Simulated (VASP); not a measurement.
Rb: single point with PBE

The system is Rb.

```xyz
1
Lattice="0.0000 3.6399 3.6399 3.6399 0.0000 3.6399 3.6399 3.6399 0.0000" Properties=species:S:1:pos:R:3 pbc="T T T"
Rb    0.0000    0.0000    0.0000
```

This isn't the form of Rb at room conditions, which is bcc.

```yaml
Program: VASP 6.6.1
Task: single point
Functional: PBE
Potentials_or_basis: VASP PAW PBE potentials, release 64 (Rb_sv)
Cutoff: 520 eV
k_mesh: 4 × 4 × 4
Occupations: gaussian, width 0.1 eV
Spin: no spin polarisation
```

```yaml
Pressure: -0.1 GPa
Band_gap_on_the_k_mesh: none (metal or under the smearing width)
```

Levels at points of the mesh, in eV from the Fermi level:
```tsv
k point	band 3	band 4	band 5	band 6	band 7	band 8
(0.00, 0.00, 0.00)	-13.11	-13.11	-2.04	3.40	3.40	3.40
(0.50, 0.00, 0.00)	-13.12	-13.12	0.00	0.49	3.20	3.20
(0.50, 0.50, 0.00)	-13.14	-13.14	0.52	1.19	1.69	4.16
```

Wall time 9.6 s on 1 thread of Intel(R) Xeon(R) Platinum 8488C (Sapphire Rapids) (shared host), peak memory 0.22 GiB.

Caveat: the k mesh is coarse (spacing up to 0.37 Å⁻¹), so the values aren't converged.
